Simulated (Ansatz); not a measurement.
# NaH: energy against volume in PBE, exact exchange and the RPA

An exercise on one series of results from a longer session: the logs are not shown, and one member is left open.

The runs shown are made with Ansatz 0.2.0. PBE orbitals, norm-conserving pseudopotentials, plane waves. The values are computed, spin-unpolarised, and not measurements.

**The structure to begin with**

The cell was relaxed beforehand with r2SCAN; volume changes: +0 %, -5 %, +5 %, -10 %, +10 %.

Space group Fm-3m (No. 225), cubic; a = 4.795 Å in the conventional setting, 13.78 Å³ an atom. Near Na stand 6 H at 2.40 Å; near H stand 6 Na at 2.40 Å.

As a file:

```cif
data_structure
_symmetry_space_group_name_H-M 'Fm-3m'
_symmetry_Int_Tables_number 225
_cell_length_a 4.7950
_cell_length_b 4.7950
_cell_length_c 4.7950
_cell_angle_alpha 90.000
_cell_angle_beta 90.000
_cell_angle_gamma 90.000
_cell_volume 110.25
loop_
_atom_site_label
_atom_site_type_symbol
_atom_site_symmetry_multiplicity
_atom_site_Wyckoff_symbol
_atom_site_fract_x
_atom_site_fract_y
_atom_site_fract_z
_atom_site_occupancy
Na1 Na 4 a 0.00000 0.00000 0.00000 1
H1 H 4 b 0.50000 0.00000 0.00000 1
```

The first run:

Contents of input.yaml:

```yaml
crystal:
  lattice:
    - [0.0, 2.3975116371, 2.3975116371]
    - [2.3975116371, 0.0, 2.3975116371]
    - [2.3975116371, 2.3975116371, 0.0]
  atoms:
    - { symbol: Na, position: [0.0, 0.0, 0.0] }
    - { symbol: H, position: [0.5, 0.5, 0.5] }
kpoints:
  mp_grid: { grid: [6, 6, 6] }
hamiltonian:
  xc: pbe
  pseudopotentials: { kind: nc }
scf:
  occupations: { method: fixed }
output:
  rpa_energy:
    ecut_chi_ladder: [317, 355, 394, 437, 480]
    long_wavelength: optical_limit
basis:
  ecutwfc: 1197.300995
```

Steps of the session up to this table: The unscaled cell; Volume -5 %; Volume +5 %; Volume -10 %; Volume +10 %.

One table of the session follows, with a row left open; its other results are not shown here.

Energies in meV/atom from the unscaled cell:

| volume (Å³/atom) | PBE | exact exchange | EXX+RPA | RPA correlation |
| --- | --- | --- | --- | --- |
| 12.403 | 17.8 | 32.2 | 8.1 | -24.1 |
| 13.092 | 5.4 | 12.3 | 2.2 | -10.0 |
| 13.781 | 0.0 | 0.0 | 0.0 | 0.0 |
| 14.470 | ? | ? | ? | ? |
| 15.159 | 4.4 | -7.3 | 12.7 | 20.1 |

**Question.** Estimate the row for volume (Å³/atom) = 14.470.

Worked estimate for «PBE». A straight line through the neighbours (13.781, 0.0) and (15.159, 4.4) gives 0.0 + (4.4 − 0.0) × (14.470 − 13.781) / (15.159 − 13.781) = 2.2; a parabola fitted to 3 rows on both sides gives -0.3.

The run gave: PBE: 0.0; exact exchange: -6.1; EXX+RPA: 5.1; RPA correlation: 11.2. In «PBE» the line misses by +2.2 and the parabola by -0.3.
